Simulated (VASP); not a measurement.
## H6C2O: single point with r2SCAN+D3(BJ)

The system is H6C2O.

```
CELL_PARAMETERS angstrom
7.52907 0.00000 0.00000
0.00000 7.52907 0.00000
0.00000 0.00000 7.52907
ATOMIC_POSITIONS crystal
C 0.32536 0.05269 0.83402
C 0.50931 0.13056 0.85672
C 0.88351 0.15759 0.29214
C 0.82852 0.20526 0.47955
C 0.03387 0.65686 0.52173
C 0.85724 0.74636 0.55204
C 0.21594 0.50944 0.06837
C 0.02755 0.56394 0.02523
O 0.51352 0.29956 0.77058
O 0.97394 0.17247 0.59712
O 0.75211 0.63488 0.67045
O 0.95141 0.44396 0.89940
H 0.63343 0.34363 0.77664
H 0.54149 0.14471 0.99853
H 0.61048 0.04220 0.79807
H 0.31916 0.92062 0.89438
H 0.22548 0.13673 0.89792
H 0.29025 0.04270 0.69354
H 0.97480 0.25951 0.69166
H 0.78743 0.34472 0.48603
H 0.71280 0.12566 0.51978
H 0.77395 0.17926 0.19990
H 0.99485 0.23933 0.24871
H 0.92411 0.01842 0.28319
H 0.63491 0.68441 0.68176
H 0.87644 0.87821 0.61181
H 0.78379 0.76189 0.42645
H 0.11628 0.74173 0.43677
H 0.10474 0.63509 0.64744
H 0.01748 0.52741 0.45725
H 0.86937 0.51416 0.82838
H 0.94583 0.56610 0.14605
H 0.02673 0.69892 0.97013
H 0.27636 0.60576 0.15828
H 0.21955 0.37998 0.13326
H 0.29593 0.50041 0.94789
```

The cell was built by a generator and needn't be a form met in nature.

- Program: VASP 6.6.1
- Task: single point
- Functional: r2SCAN
- Dispersion: D3(BJ)
- Potentials or basis: VASP PAW PBE potentials, release 64 (C, O, H)
- Cutoff: 520 eV
- k mesh: 1 × 1 × 1
- Occupations: fermi-dirac, width 0.05 eV
- Spin: no spin polarisation

```json
{
 "Pressure": "-0.4 GPa",
 "Largest force": "0.244 eV/Å",
 "Band gap on the k mesh": "5.30 eV, direct",
 "Dispersion energy per atom": "-0.016 eV"
}
```

Forces on the atoms (eV/Å):
```
C   -0.001  0.042 -0.019
C   -0.042 -0.117  0.051
C    0.003 -0.003  0.054
C   -0.049 -0.046 -0.152
C    0.119 -0.039  0.043
C   -0.123  0.006  0.013
C   -0.030  0.007 -0.009
C    0.116  0.074  0.141
O   -0.060 -0.011  0.010
O    0.038 -0.016 -0.044
O    0.204  0.050 -0.100
O   -0.012 -0.204 -0.058
H    0.128  0.100 -0.007
H   -0.014  0.020 -0.032
H   -0.039  0.029  0.030
H   -0.013  0.008 -0.015
H    0.055 -0.033 -0.042
H    0.009 -0.014  0.048
H    0.052  0.071  0.185
H    0.008  0.007  0.013
H   -0.005  0.026 -0.013
H   -0.043 -0.010 -0.038
H    0.025  0.002  0.015
H   -0.003  0.013  0.011
H   -0.122  0.034  0.052
H   -0.028 -0.120 -0.032
H    0.097 -0.040  0.129
H   -0.084 -0.105  0.074
H   -0.119  0.075 -0.200
H    0.041  0.118  0.060
H   -0.120  0.101 -0.167
H   -0.023 -0.022  0.019
H   -0.012  0.030 -0.027
H    0.018  0.022  0.029
H    0.001 -0.051  0.021
H    0.028 -0.006 -0.044
```

Stress tensor (GPa, compression positive):
```
-0.38 -0.03  0.00
-0.03 -0.58 -0.07
 0.00 -0.07 -0.22
```

Levels at points of the mesh, in eV from the valence-band top:
```csv
k point,band 38,band 39,band 40,band 41,band 42,band 43
"(0.00, 0.00, 0.00)",-0.27,-0.21,0.00,5.30,6.71,7.09
```

Run time: 6.1 min on 1 thread of AMD EPYC 7571, with other jobs on the host, peak memory 0.42 GiB.

Caveat: the PAW data sets were made with another functional, which shifts forces and pressure a little. r2SCAN opens gaps a little over a GGA but as a rule still falls short of measured ones.
